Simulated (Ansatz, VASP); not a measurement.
# Two plane-wave programs on ZnO

```
CELL_PARAMETERS angstrom
3.28797 0.00000 0.00000
-1.64398 2.84746 0.00000
0.00000 0.00000 7.13044
ATOMIC_POSITIONS crystal
Zn 0.00000 0.00000 0.75000
Zn 0.00000 0.00000 0.25000
O 0.33333 0.66667 0.25000
O 0.66667 0.33333 0.75000
```

Measurements of this composition are mostly on another form, of space group No. 186.

Alike in both runs: task single point; functional PBE; dispersion D3(BJ); k mesh 6 × 6 × 4; occupations gaussian, width 0.1 eV; no spin polarisation.

```csv
,VASP,Ansatz
version,VASP 6.6.1,Ansatz 0.2.0
potentials or method,"VASP PAW PBE potentials, release 64 (Zn, O)","scalar-relativistic, plane waves, PAW"
plane-wave cutoff (eV),520,420
valence electrons in the cell,36,36
```

```tsv
	VASP	Ansatz	Ansatz less VASP
gap on the k mesh at the Fermi level (eV)	0.82	0.82	0.000
least direct gap on the mesh (eV)	0.82	0.82	0.000
pressure (GPa)	-1.5	-2.3	-0.79
largest component of the traceless stress (GPa)	0.06	0.78	+0.721
```

A k mesh can miss the band edges. PBE gaps usually lie below the measured ones, often by a third to a half.
